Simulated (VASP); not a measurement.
Here is a VASP 6.6.1 calculation.

Contents of INCAR:

```
PREC = Accurate
ENCUT = 520
EDIFF = 1E-6
ISMEAR = 0
SIGMA = 0.1
LREAL = F
LASPH = T
NELM = 100
ALGO = Normal
ISIF = 2
LWAVE = F
LCHARG = T
GGA = RP
LELF = T
LVHAR = T
NBANDS = 12
```

KPOINTS

```
Automatic mesh
0
Gamma
  10 10 10
```

Contents of POSCAR:

```
Sc
1.0
    0.0000000000      2.2600000000      2.2600000000
    2.2600000000      0.0000000000      2.2600000000
    2.2600000000      2.2600000000      0.0000000000
Sc
1
Cartesian
    0.0000000000      0.0000000000      0.0000000000
```

Potentials or basis: VASP PAW PBE potentials, release 64 (Sc_sv).

Run with:

```sh
$ cat potpaw_PBE.64/Sc_sv/POTCAR > POTCAR
$ mpirun -np 1 vasp_std > vasp.out
```

(1) Predict the pressure.

(2) Estimate the band gap on the k mesh.

Answers

(1) 6.1 GPa.

(2) none (metal or under the smearing width).

Caveat: the PAW data sets were made with another functional, which shifts forces and pressure a little.
